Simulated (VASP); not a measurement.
A run of VASP 6.6.1:

Contents of INCAR:

```
PREC = Accurate ; ENCUT = 520
EDIFF = 1E-6 ; ISMEAR = -1
SIGMA = 0.1 ; LREAL = F
LASPH = T ; NELM = 80
ALGO = Normal ; ISIF = 2
LWAVE = F ; LCHARG = F
GGA = B5 ; ALDAX = 1.0
AGGAX = 1.0 ; AGGAC = 1.0
ALDAC = 0.0 ; NBANDS = 14
```

File KPOINTS:

```
regular mesh
0
Gamma
  12 12 12
```

File POSCAR:

```
Bi
1.0
   -1.9917973428      1.9917973428      1.9917973428
    1.9917973428     -1.9917973428      1.9917973428
    1.9917973428      1.9917973428     -1.9917973428
Bi
1
Direct
    0.0000000000      0.0000000000      0.0000000000
```

Potentials or basis: VASP PAW PBE potentials, release 64 (Bi_d).

Command:

```sh
$ cat potpaw_PBE.64/Bi_d/POTCAR > POTCAR
$ mpirun -np 1 vasp_std > vasp.out
```

Hardware: 1 thread of Intel(R) Xeon(R) Platinum 8259CL CPU @ 2.50GHz (Skylake/Cascade Lake) (shared host).

**Question.** How long does it take, and how much memory?

**Answer.** Wall time 35 s on 1 thread of Intel(R) Xeon(R) Platinum 8259CL CPU @ 2.50GHz (Skylake/Cascade Lake) (shared host), peak memory 0.17 GiB. Counts: scf iterations 11, k points 72.
